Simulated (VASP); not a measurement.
# Br (Immm) in VASP: a series of runs

One crystal, Br, is run at these levels: PBE; tasks: single point.

Everything below comes from runs of VASP 6.6.1. Logs are shortened: lines on timing, memory, paths and dates and some standing lists are left out, and cuts for length are marked.

## 1. The structure

It takes space group Immm (No. 71, orthorhombic). Conventional cell: a = 2.574 Å, b = 3.440 Å, c = 7.156 Å, α = 90.00°, β = 90.00°, γ = 90.00°. Br (site symmetry mmm) is surrounded by 2 Br at 2.57 Å.

## 2. Single point, PBE

INCAR reads:

```
SYSTEM = Br
PREC = Accurate ; ENCUT = 500
EDIFF = 1E-6 ; ISMEAR = 0
SIGMA = 0.02 ; LREAL = .FALSE.
LASPH = .TRUE. ; NELM = 80
ALGO = Normal ; ISIF = 2
LWAVE = .FALSE. ; LCHARG = .FALSE.
GGA = PE ; NBANDS = 10
```

KPOINTS reads:

```
regular mesh
0
G
  13 13 13
  0 0 0
```

POSCAR reads:

```
Br
4.1733
   -0.308333550188      0.412143196032      0.857352972468
    0.308333550188     -0.412143196032      0.857352972468
    0.308333550188      0.412143196032     -0.857352972468
Br
1
Direct
    0.0000000000      0.0000000000      0.0000000000
```

Potentials or basis: VASP PAW PBE potentials, release 64 (Br).

The run is started by

```sh
$ cat potpaw_PBE.64/Br/POTCAR > POTCAR
$ mpirun -np 1 vasp_std > vasp.out
```

OUTCAR:

```text
SYSTEM = Br
   PREC = Accurate
   ENCUT = 500
   EDIFF = 1E-6
   ISMEAR = 0
   LREAL = .FALSE.
   LASPH = .TRUE.
   NELM = 80
   ISIF = 2
   GGA = PE

 ion  position               nearest neighbor table
   1  0.000  0.000  0.000-

  LATTYP: Found a body centered orthorhombic cell.
 ALAT       =     2.5735368100
 B/A-ratio  =     1.3366796957
 C/A-ratio  =     2.7806022794

  Lattice vectors:

 A1 = (  -1.2867684050,   1.7199972000,   3.5779911600)
 A2 = (   1.2867684050,  -1.7199972000,   3.5779911600)
 A3 = (   1.2867684050,   1.7199972000,  -3.5779911600)

Analysis of symmetry for initial positions (statically):
=====================================================================
 Subroutine PRICEL returns:
 Original cell was already a primitive cell.

 Routine SETGRP: Setting up the symmetry group for a
 body centered orthorhombic supercell.

 Subroutine GETGRP returns: Found  8 space group operations
 (whereof  8 operations were pure point group operations)
 out of a pool of  8 trial point group operations.

The static configuration has the point symmetry D_2h.

Analysis of symmetry for dynamics (positions and initial velocities):
=====================================================================
 Subroutine PRICEL returns:
 Original cell was already a primitive cell.

 Routine SETGRP: Setting up the symmetry group for a
 body centered orthorhombic supercell.

 Subroutine GETGRP returns: Found  8 space group operations
 (whereof  8 operations were pure point group operations)
 out of a pool of  8 trial point group operations.

The dynamic configuration has the point symmetry D_2h.

 Subroutine INISYM returns: Found  8 space group operations
 (whereof  8 operations are pure point group operations),
 and found     1 'primitive' translations

----------------------------------------------------------------------------------------

                                     Primitive cell

  volume of cell :      31.6758

  direct lattice vectors                    reciprocal lattice vectors
    -1.286768405  1.719997200  3.577991160     0.000000000  0.290698148  0.139743218
     1.286768405 -1.719997200  3.577991160     0.388570312  0.000000000  0.139743218
     1.286768405  1.719997200 -3.577991160     0.388570312  0.290698148  0.000000000

[... 83 lines left out ...]
   EDIFFG = 0.1E-04   stopping-criterion for IOM
   NSW    =      0    number of steps for IOM
   IBRION =     -1    ionic relax: 0-MD 1-quasi-New 2-CG
   NFREE  =      0    steps in history (QN), initial steepest desc. (CG)
   ISIF   =      2    stress and relaxation
   ISYM   =      2    0-nonsym 1-usesym 2-fastsym
   POTIM  = 0.5000    time-step for ionic-motion
   TEBEG  =    0.0;   TEEND  =   0.0 temperature during run
   PSTRESS=    0.0 pullay stress
   NELECT =       7.0000    total number of electrons
   NUPDOWN=      -1.0000    fix difference up-down
   EMIN   =  10.00;   EMAX   =-10.00  energy-range for DOS
   EFERMI =   0.00;   METHOD = LEGACY
   ISMEAR =     0;   SIGMA  =   0.02  broadening in eV -4-tet -1-fermi 0-gaus
   EFERMI_NEDOS =   21; number of points for ismear=-14 and -15
   IALGO  =     38    algorithm
   IMIX   =      4    mixing-type and parameters
     AMIX     =   0.40;   BMIX     =  1.00
     AMIX_MAG =   1.60;   BMIX_MAG =  1.00
  volume/ion in A,a.u.               =      31.68       213.76
  Fermi-wavevector in a.u.,A,eV,Ry     =   0.989764  1.870383 13.328717  0.979633
  Thomas-Fermi vector in A             =   2.121386
   LORBIT       =      0    0 simple, 1 ext, 2 COOP (PROOUT), +10 PAW based schemes
   GGA     = PE    functional components
   LHFCALC =     F    Hartree Fock is set to
   AEXX    =    0.0000 exact exchange contribution
   IVDW    =     0    specifies the selected vdW correction
   LEPSILON=     F    determine dielectric tensor
   LRPA    =     F    only Hartree local field effects (RPA)
 non-spin polarized calculation
 Gauss-broadening in eV      SIGMA  =   0.02
  energy-cutoff  :      500.00
  volume of cell :       31.68
 maximum number of plane-waves:       817
   NGX = 15   NGY = 15   NGZ = 15

 number of electron       7.0000000 magnetization

 Free energy of the ion-electron system (eV)
  ---------------------------------------------------
  ext. energy  EPLUGINS =         0.00000000
  ---------------------------------------------------
  free energy    TOTEN  =        -1.54793571 eV

  energy without entropy =       -1.54764093  energy(sigma->0) =       -1.54778832

 E-fermi :   0.1218     XC(G=0):  -8.1820

 val. band max:        0.1180227004   @ k =   0.3846   0.3077   0.1538
 cond. band min:       0.1264819259   @ k =   0.4615   0.3846   0.0769
 fundamental gap:      0.0084592254
 Fermi energy:         0.1218439188

 k-point     1 :       0.0000    0.0000    0.0000
  band No.  band energies     occupation
      1     -15.5728      2.00000
      2      -1.6714      2.00000
      3      -0.9318      2.00000
      4       4.1806      0.00000
      5       5.6423      0.00000
      6       9.5316      0.00000
      7      12.3191      0.00000
      8      13.1918      0.00000
      9      14.8242      0.00000
     10      20.3050      0.00000
[... 287 lines left out ...]
 k-point    24 :       0.2308    0.1538    0.0000
  band No.  band energies     occupation
      1     -14.9148      2.00000
      2      -2.2930      2.00000
      3      -1.6014      2.00000
      4       1.3008      0.00000
      5       7.9608      0.00000
      6      10.5883      0.00000
      7      12.8760      0.00000
      8      15.6563      0.00000
      9      16.5275      0.00000
     10      17.5374      0.00000

 [... further k-points ...]

------------------------ aborting loop because EDIFF is reached ----------------------------------------

  FORCE on cell =-STRESS in cart. coord.  units (eV):
  Direction    XX          YY          ZZ          XY          YZ          ZX
  --------------------------------------------------------------------------------------
  -------------------------------------------------------------------------------------
  Total        0.2024979      0.2042425      0.2363493      0.0000000      0.0000000      0.0000000
  in kB       10.2424472     10.3306886     11.9546687      0.0000000      0.0000000      0.0000000
  external PRESSURE =      10.8426015 kB  Pullay stress =       0.0000000 kB

 VOLUME and BASIS-vectors are now :
 -----------------------------------------------------------------------------
  energy-cutoff  :      500.00
  volume of cell :       31.68
      direct lattice vectors                 reciprocal lattice vectors
    -1.286768405  1.719997200  3.577991160     0.000000000  0.290698148  0.139743218
     1.286768405 -1.719997200  3.577991160     0.388570312  0.000000000  0.139743218
     1.286768405  1.719997200 -3.577991160     0.388570312  0.290698148  0.000000000

 POSITION                                       TOTAL-FORCE (eV/Angst)
 -----------------------------------------------------------------------------------
      0.00000      0.00000      0.00000         0.000000      0.000000     -0.000000
 -----------------------------------------------------------------------------------
    total drift:                               -0.000000      0.000000     -0.000000

  FREE ENERGIE OF THE ION-ELECTRON SYSTEM (eV)
  ---------------------------------------------------
  free  energy   TOTEN  =        -1.5479357145 eV

  energy  without entropy=       -1.5476409348  energy(sigma->0) =       -1.54778832
```

OSZICAR:

```text
N       E                     dE             d eps       ncg     rms          rms(c)
DAV:   1     0.215721123852E+02    0.21572E+02   -0.27544E+03  6868   0.510E+02
DAV:   2    -0.663941461163E+00   -0.22236E+02   -0.21553E+02  8820   0.944E+01
DAV:   3    -0.160972487336E+01   -0.94578E+00   -0.92958E+00  8320   0.187E+01
DAV:   4    -0.161332562483E+01   -0.36008E-02   -0.36001E-02  8674   0.137E+00
DAV:   5    -0.161333721555E+01   -0.11591E-04   -0.11591E-04  8452   0.723E-02    0.560E+00
DAV:   6    -0.156595253624E+01    0.47385E-01   -0.31269E-02  7764   0.976E-01    0.349E+00
DAV:   7    -0.154885044517E+01    0.17102E-01   -0.61561E-02  7740   0.140E+00    0.243E-01
DAV:   8    -0.154802209340E+01    0.82835E-03   -0.27341E-03  7602   0.327E-01    0.767E-02
DAV:   9    -0.154792900753E+01    0.93086E-04   -0.33686E-04  8124   0.107E-01    0.490E-02
DAV:  10    -0.154793586049E+01   -0.68530E-05   -0.14438E-05  7968   0.254E-02    0.167E-02
DAV:  11    -0.154793571451E+01    0.14598E-06   -0.38540E-06  7832   0.113E-02
   1 F= -.15479357E+01 E0= -.15477883E+01  d E =-.294780E-03
```

stdout:

```text
POSCAR found type information on POSCAR Br
 POSCAR found :  1 types and       1 ions
 scaLAPACK will be used
 LDA part: xc-table for (Slater+PW92), standard interpolation
 POSCAR, INCAR and KPOINTS ok, starting setup
 FFT: planning ... GRIDC
 FFT: planning ... GRID_SOFT
 FFT: planning ... GRID
 WAVECAR not read
 entering main loop
```

Run time: 57 s. Hardware: 1 thread of Intel Xeon 6975P-C (Granite Rapids), shared host; peak memory 0.23 GiB.

What came out:

| Property | Result |
| --- | --- |
| Free energy | -1.5479 eV |
| Pressure | 1.1 GPa |
| Band gap on the k mesh | none (metal or under the smearing width) |

Stress tensor (GPa, compression positive):
```
1.02 0.00 0.00
0.00 1.03 0.00
0.00 0.00 1.20
```

Caveat: an odd number of electrons without spin polarisation forces a metal; a magnetic or distorted state may lie lower.

## 3. Single point, PBE

run.py reads:

```python
from ase.calculators.vasp import Vasp
from ase.dft.bandgap import bandgap
from ase.io import read

atoms = read('POSCAR')
calc = Vasp(
    directory='calc',
    xc='pbe',
    pp='PBE',
    setups='minimal',
    prec='Accurate',
    encut=500,
    ediff=1e-07,
    ismear=0,
    sigma=0.02,
    lreal=False,
    lasph=True,
    nelm=100,
    algo='Normal',
    isif=2,
    lwave=False,
    lcharg=True,
    lelf=True,
    lvhar=True,
    kpts=[13, 13, 13],
    gamma=True,
)
atoms.calc = calc

print('energy (eV):', atoms.get_potential_energy())
print('free energy (eV):', atoms.get_potential_energy(force_consistent=True))
print('forces (eV/A):')
print(atoms.get_forces())
print('stress (eV/A^3, Voigt):', atoms.get_stress())
print('Fermi level (eV):', calc.get_fermi_level())
gap, top, bottom = bandgap(calc)
print('band gap (eV):', gap, 'from (spin, k, band)', top, 'to', bottom)
```

POSCAR reads:

```
Br
1.0
   -1.2867684050      1.7199972000      3.5779911600
    1.2867684050     -1.7199972000      3.5779911600
    1.2867684050      1.7199972000     -3.5779911600
Br
1
Direct
    0.0000000000      0.0000000000      0.0000000000
```

Potentials or basis: VASP PAW PBE potentials, release 64 (Br).

The run is started by

```sh
$ python run.py
```

Output:

```text
energy (eV): -1.54778806
free energy (eV): -1.54793571
forces (eV/A):
[[-0.  0.  0.]]
stress (eV/A^3, Voigt): [-0.00640239 -0.00648366 -0.00741545 -0.         -0.         -0.        ]
Fermi level (eV): 0.12181512
band gap (eV): 0.0 from (spin, k, band) (None, None, None) to (None, None, None)
```

OUTCAR:

```text
ENCUT = 500.000000
   EDIFF = 1.00e-07
   GGA = PE
   PREC = Accurate
   ISIF = 2
   ISMEAR = 0
   NELM = 100
   LASPH = .TRUE.
   LREAL = .FALSE.

 ion  position               nearest neighbor table
   1  0.000  0.000  0.000-

  LATTYP: Found a body centered orthorhombic cell.
 ALAT       =     2.5735368100
 B/A-ratio  =     1.3366796957
 C/A-ratio  =     2.7806022794

  Lattice vectors:

 A1 = (  -1.2867684050,   1.7199972000,   3.5779911600)
 A2 = (   1.2867684050,  -1.7199972000,   3.5779911600)
 A3 = (   1.2867684050,   1.7199972000,  -3.5779911600)

Analysis of symmetry for initial positions (statically):
=====================================================================
 Subroutine PRICEL returns:
 Original cell was already a primitive cell.

 Routine SETGRP: Setting up the symmetry group for a
 body centered orthorhombic supercell.

 Subroutine GETGRP returns: Found  8 space group operations
 (whereof  8 operations were pure point group operations)
 out of a pool of  8 trial point group operations.

The static configuration has the point symmetry D_2h.

Analysis of symmetry for dynamics (positions and initial velocities):
=====================================================================
 Subroutine PRICEL returns:
 Original cell was already a primitive cell.

 Routine SETGRP: Setting up the symmetry group for a
 body centered orthorhombic supercell.

 Subroutine GETGRP returns: Found  8 space group operations
 (whereof  8 operations were pure point group operations)
 out of a pool of  8 trial point group operations.

The dynamic configuration has the point symmetry D_2h.

 Subroutine INISYM returns: Found  8 space group operations
 (whereof  8 operations are pure point group operations),
 and found     1 'primitive' translations

----------------------------------------------------------------------------------------

                                     Primitive cell

  volume of cell :      31.6758

  direct lattice vectors                    reciprocal lattice vectors
    -1.286768405  1.719997200  3.577991160     0.000000000  0.290698148  0.139743218
     1.286768405 -1.719997200  3.577991160     0.388570312  0.000000000  0.139743218
     1.286768405  1.719997200 -3.577991160     0.388570312  0.290698148  0.000000000

  length of vectors
[... 80 lines left out ...]
   EDIFF  = 0.1E-06   stopping-criterion for ELM
   LREAL  =      F    real-space projection
   EDIFFG = 0.1E-05   stopping-criterion for IOM
   NSW    =      0    number of steps for IOM
   IBRION =     -1    ionic relax: 0-MD 1-quasi-New 2-CG
   NFREE  =      0    steps in history (QN), initial steepest desc. (CG)
   ISIF   =      2    stress and relaxation
   ISYM   =      2    0-nonsym 1-usesym 2-fastsym
   POTIM  = 0.5000    time-step for ionic-motion
   TEBEG  =    0.0;   TEEND  =   0.0 temperature during run
   PSTRESS=    0.0 pullay stress
   NELECT =       7.0000    total number of electrons
   NUPDOWN=      -1.0000    fix difference up-down
   EMIN   =  10.00;   EMAX   =-10.00  energy-range for DOS
   EFERMI =   0.00;   METHOD = LEGACY
   ISMEAR =     0;   SIGMA  =   0.02  broadening in eV -4-tet -1-fermi 0-gaus
   EFERMI_NEDOS =   21; number of points for ismear=-14 and -15
   IALGO  =     38    algorithm
   IMIX   =      4    mixing-type and parameters
     AMIX     =   0.40;   BMIX     =  1.00
     AMIX_MAG =   1.60;   BMIX_MAG =  1.00
  volume/ion in A,a.u.               =      31.68       213.76
  Fermi-wavevector in a.u.,A,eV,Ry     =   0.989764  1.870383 13.328717  0.979633
  Thomas-Fermi vector in A             =   2.121386
   LORBIT       =      0    0 simple, 1 ext, 2 COOP (PROOUT), +10 PAW based schemes
   GGA     = PE    functional components
   LHFCALC =     F    Hartree Fock is set to
   AEXX    =    0.0000 exact exchange contribution
   IVDW    =     0    specifies the selected vdW correction
   LEPSILON=     F    determine dielectric tensor
   LRPA    =     F    only Hartree local field effects (RPA)
 non-spin polarized calculation
 Gauss-broadening in eV      SIGMA  =   0.02
  energy-cutoff  :      500.00
  volume of cell :       31.68
 maximum number of plane-waves:       817
   NGX = 15   NGY = 15   NGZ = 15

 number of electron       7.0000000 magnetization

 Free energy of the ion-electron system (eV)
  ---------------------------------------------------
  ext. energy  EPLUGINS =         0.00000000
  ---------------------------------------------------
  free energy    TOTEN  =        -1.54793571 eV

  energy without entropy =       -1.54764042  energy(sigma->0) =       -1.54778806

 E-fermi :   0.1218     XC(G=0):  -8.1819

 val. band max:        0.1179248240   @ k =   0.3846   0.3077   0.1538
 cond. band min:       0.1263828237   @ k =   0.4615   0.3846   0.0769
 fundamental gap:      0.0084579998
 Fermi energy:         0.1218151175

 k-point     1 :       0.0000    0.0000    0.0000
  band No.  band energies     occupation
      1     -15.5728      2.00000
      2      -1.6714      2.00000
      3      -0.9316      2.00000
      4       4.1806      0.00000
      5       5.6423      0.00000
      6       9.5318      0.00000
      7      12.3190      0.00000
[... 221 lines left out ...]
 k-point    24 :       0.2308    0.1538    0.0000
  band No.  band energies     occupation
      1     -14.9148      2.00000
      2      -2.2930      2.00000
      3      -1.6013      2.00000
      4       1.3008      0.00000
      5       7.9607      0.00000
      6      10.5884      0.00000
      7      12.8760      0.00000

 [... further k-points ...]

------------------------ aborting loop because EDIFF is reached ----------------------------------------

  FORCE on cell =-STRESS in cart. coord.  units (eV):
  Direction    XX          YY          ZZ          XY          YZ          ZX
  --------------------------------------------------------------------------------------
  -------------------------------------------------------------------------------------
  Total        0.2028007      0.2053749      0.2348900      0.0000000      0.0000000      0.0000000
  in kB       10.2577630     10.3879681     11.8808543      0.0000000      0.0000000      0.0000000
  external PRESSURE =      10.8421951 kB  Pullay stress =       0.0000000 kB

 VOLUME and BASIS-vectors are now :
 -----------------------------------------------------------------------------
  energy-cutoff  :      500.00
  volume of cell :       31.68
      direct lattice vectors                 reciprocal lattice vectors
    -1.286768405  1.719997200  3.577991160     0.000000000  0.290698148  0.139743218
     1.286768405 -1.719997200  3.577991160     0.388570312  0.000000000  0.139743218
     1.286768405  1.719997200 -3.577991160     0.388570312  0.290698148  0.000000000

 POSITION                                       TOTAL-FORCE (eV/Angst)
 -----------------------------------------------------------------------------------
      0.00000      0.00000      0.00000        -0.000000      0.000000      0.000000
 -----------------------------------------------------------------------------------
    total drift:                                0.000000     -0.000000     -0.000000

  FREE ENERGIE OF THE ION-ELECTRON SYSTEM (eV)
  ---------------------------------------------------
  free  energy   TOTEN  =        -1.5479357102 eV

  energy  without entropy=       -1.5476404186  energy(sigma->0) =       -1.54778806
```

INCAR:

```text
ENCUT = 500.000000
SIGMA = 0.020000
EDIFF = 1.00e-07
ALGO = Normal
GGA = PE
PREC = Accurate
ISIF = 2
ISMEAR = 0
NELM = 100
LASPH = .TRUE.
LCHARG = .TRUE.
LELF = .TRUE.
LVHAR = .TRUE.
LWAVE = .FALSE.
LREAL = .FALSE.
```

Run time: 54 s. Hardware: 1 thread of Intel Xeon 6975P-C (Granite Rapids), shared host; peak memory 0.21 GiB.

Results:

- Free energy: -1.5479 eV
- Pressure: 1.1 GPa
- Band gap on the k mesh: none (metal or under the smearing width)

Levels at points of the mesh, in eV from the Fermi level:
```tsv
k point	band 1	band 2	band 3	band 4	band 5	band 6
(0.00, 0.00, 0.00)	-15.69	-1.79	-1.05	4.06	5.52	9.41
```

Caveat: an odd number of electrons without spin polarisation forces a metal; a magnetic or distorted state may lie lower.

## 4. The reference run

An earlier run on the cell as given: functional PBE; potentials or basis VASP PAW PBE potentials, release 64 (Br); cutoff 520 eV; k mesh 13 × 13 × 13; occupations fermi-dirac, width 0.05 eV; no spin polarisation.

- Pressure: 1.1 GPa
- Band gap on the k mesh: none (metal or under the smearing width)
